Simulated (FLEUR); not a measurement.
## InSe: band structure with r2SCAN

**What was measured.**

“The Interaction of Hydrogen with the van der Waals Crystal γ-InSe”, 2020, pmc:7321205 reports, for a bulk crystal of InSe at 300 K: band gap 1.25 eV.

The system is InSe.

```
CELL_PARAMETERS angstrom
2.00000 1.15470 8.44000
-2.00000 1.15470 8.44000
0.00000 -2.30940 8.44000
ATOMIC_POSITIONS crystal
In 0.88860 0.88860 0.88860
In 0.00000 0.00000 0.00000
Se 0.17190 0.17190 0.17190
Se 0.38350 0.38350 0.38350
```

```yaml
Program: FLEUR MaX-R8.1 (later development tree)
Task: band structure
Functional: r2SCAN
Potentials_or_basis: all-electron
Basis: FLAPW
Kmax: 4.38 1/bohr
k_mesh: 8 × 8 × 8
Occupations: fermi-dirac, width 0.05 eV
Spin: no spin polarisation
Gmax: 13.6 1/bohr
Muffin-tin_radii: In 2.37, Se 2.24 bohr
lmax: In 9, Se 9
lnonsphr: In 9, Se 9
Local_orbitals_a_species: In 5, Se 4
Max_iterations: 80
Mixing_factor: 0.05
Mixer: Anderson
Mixer_history: 30
Density_convergence: 0.0001 me/bohr^3
```

```json
{
 "Band gap on the k mesh": "0.85 eV, direct",
 "Band gap along the path": "0.85 eV, direct",
 "Valence electrons inside the program's atomic spheres": "In 18.83; Se 14.05 (radii In 2.37, Se 2.24 bohr)"
}
```

Levels at the corners of the path, in eV from the valence-band top:
```tsv
point	band 33	band 34	band 35	band 36	band 37	band 38	band 39	band 40	band 41	band 42
Γ	-1.50	-1.37	-1.37	-1.28	-1.28	2.06	2.57	4.76	4.76	5.64
L	-3.55	-2.43	-2.43	-2.33	-1.72	1.49	2.30	4.00	4.37	5.15
B1	-4.11	-3.77	-2.60	-2.31	-1.81	1.95	2.78	3.71	4.79	6.22
B	-4.11	-3.77	-2.60	-2.31	-1.81	1.95	2.78	3.71	4.79	6.22
Z	-1.44	-1.44	-1.20	-1.20	0.00	0.85	2.63	4.67	4.67	6.09
Γ	-1.50	-1.37	-1.37	-1.28	-1.28	2.06	2.57	4.76	4.76	5.64
X	-4.11	-3.79	-2.63	-2.28	-1.78	1.99	2.70	3.74	4.76	6.24
Q	-4.11	-3.79	-2.63	-2.28	-1.78	1.99	2.70	3.74	4.76	6.24
F	-3.30	-2.72	-2.59	-2.14	-1.54	1.50	2.26	3.67	3.98	4.74
P1	-3.34	-2.64	-2.56	-2.17	-1.67	1.72	2.08	3.73	4.15	4.83
Z	-1.44	-1.44	-1.20	-1.20	0.00	0.85	2.63	4.67	4.67	6.09
L	-3.55	-2.43	-2.43	-2.33	-1.72	1.49	2.30	4.00	4.37	5.15
P	-3.34	-2.64	-2.56	-2.17	-1.67	1.72	2.08	3.73	4.15	4.83
```

Core levels (eV from the Fermi level):
| atom | levels |
| --- | --- |
| 1 In | 1s1/2 -27734.4, 2s1/2 -4147.8, 2p1/2 -3867.2, 2p3/2 -3656.3, 3s1/2 -783.6, 3p1/2 -670.5, 3p3/2 -632.4, 3d3/2 -432.5, 3d5/2 -424.7 |
| 2 In | 1s1/2 -27734.4, 2s1/2 -4147.8, 2p1/2 -3867.2, 2p3/2 -3656.3, 3s1/2 -783.6, 3p1/2 -670.5, 3p3/2 -632.4, 3d3/2 -432.5, 3d5/2 -424.7 |
| 3 Se | 1s1/2 -12495.7, 2s1/2 -1600.3, 2p1/2 -1434.6, 2p3/2 -1392.8, 3s1/2 -207.3, 3p1/2 -150.7, 3p3/2 -144.8 |
| 4 Se | 1s1/2 -12495.7, 2s1/2 -1600.3, 2p1/2 -1434.6, 2p3/2 -1392.9, 3s1/2 -207.3, 3p1/2 -150.7, 3p3/2 -144.8 |

It took 14 min on 4 MPI ranks on Arm Neoverse V2, with other jobs on the host.

Against the measured gap of InSe, 1.25 eV (300 K; “The Interaction of Hydrogen with the van der Waals Crystal γ-InSe”, 2020, pmc:7321205), the calculated 0.85 eV is off by -0.40 eV. Spin-orbit coupling on In, Se is left out. The value is that of r2SCAN, without temperature or zero-point motion.

Caveat: the meta-GGA is that of a development version, with a GGA for the radial functions and cores and without core tails; spin-orbit coupling is left out, which moves the levels of the heavy elements.
